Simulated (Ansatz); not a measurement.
## Which functional gives which lattice for SiSe2?

Starting cell:

```yaml
crystal:
  lattice:
    - [-2.97750, 4.85363, 2.93212]
    - [2.97750, -4.85363, 2.93212]
    - [2.97750, 4.85363, -2.93212]
  atoms:
    - { symbol: Si, position: [0.25000, 0.25000, 0.00000] }
    - { symbol: Si, position: [0.75000, 0.75000, 0.00000] }
    - { symbol: Se, position: [0.12419, 0.78295, 0.90714] }
    - { symbol: Se, position: [0.87581, 0.21705, 0.09286] }
    - { symbol: Se, position: [0.62419, 0.71705, 0.34124] }
    - { symbol: Se, position: [0.37581, 0.28295, 0.65876] }
```

Ansatz, plane waves and PAW, scalar-relativistic (no spin–orbit coupling), 6×6×6 k-mesh. No spin polarisation. In the setting of the table the starting cell (space group Ibam) has 6.405 × 6.405 × 6.405 Å, angles 124.6 / 81.5 / 125.5°. Each functional was followed to zero pressure with shape and atoms relaxed, then fitted over four more volumes within ±4 % of it.

(1) What cell, stiffness and gap does each give?

## Answers

(1) 
```
    functional  V0 (Å³/atom)                                                   cell  B0 (GPa)  B′ from the pressures  gap on the mesh  cutoff (eV)
r2SCAN + rVV10         27.99  6.385 × 6.385 × 6.385 Å, angles 124.3 / 81.7 / 125.5°        12                      –          2.04 eV          500
   r2SCAN + D4         28.44  6.415 × 6.415 × 6.415 Å, angles 124.4 / 81.4 / 125.8°        10                      –          2.12 eV          500
```

The volumes span 1.6 %, from r2SCAN + rVV10 to r2SCAN + D4; the larger cell is the softer one (10 against 12 GPa). B′ is left blank where a third-order fit to these five points leaves it in doubt. Of 3 runs of this kind 1 is left out: 1 is in doubt (a loose fit, a gap or moment that comes and goes along the fit, no cell at zero pressure, a state that may not be the lowest or a known fault).

Caveats: gaps at these levels are rough, and mostly too small.

Points behind the fit for r2SCAN + rVV10:

```json
{"V (Å³/atom)": "26.947", "E − Emin (meV/atom)": "1.60", "P (GPa)": "0.52"}
{"V (Å³/atom)": "27.509", "E − Emin (meV/atom)": "0.31", "P (GPa)": "0.22"}
{"V (Å³/atom)": "28.070", "E − Emin (meV/atom)": "0.00", "P (GPa)": "-0.01"}
{"V (Å³/atom)": "28.632", "E − Emin (meV/atom)": "0.48", "P (GPa)": "-0.23"}
{"V (Å³/atom)": "29.193", "E − Emin (meV/atom)": "1.64", "P (GPa)": "-0.40"}
```
